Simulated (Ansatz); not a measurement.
Straining ZnCu

Theory: Ansatz, DFT PBE, scalar-relativistic, plane waves, PAW. (420 eV cutoff, 16×16×12 k-mesh, Gaussian smearing of 0.10 eV, no spin polarisation)

Reference structure (relaxed):

```xyz
2
Lattice="2.7539 0.0000 0.0000 0.0000 2.7539 0.0000 0.0000 0.0000 3.4341" Properties=species:S:1:pos:R:3 pbc="T T T"
Zn    1.3769    1.3769    1.7170
Cu    0.0000    0.0000    0.0000
```

Deformation: shear that moves c along a by the strain times its height over the a-b plane, the cell held and the atoms relaxed, all within the symmetry that the strain leaves. Energies are extrapolated to zero smearing. On this cell's mesh the reference holds a stress of up to 0.60 GPa.

Give the structure at +2.0 %.

```xyz
2
Lattice="2.7539 0.0000 0.0000 0.0000 2.7539 0.0000 0.0687 0.0000 3.4341" Properties=species:S:1:pos:R:3 pbc="T T T"
Zn    1.4113    1.3769    1.7170
Cu    0.0000    0.0000    0.0000
```
Space group P2/m (10), 1.0 meV/atom over the relaxed crystal.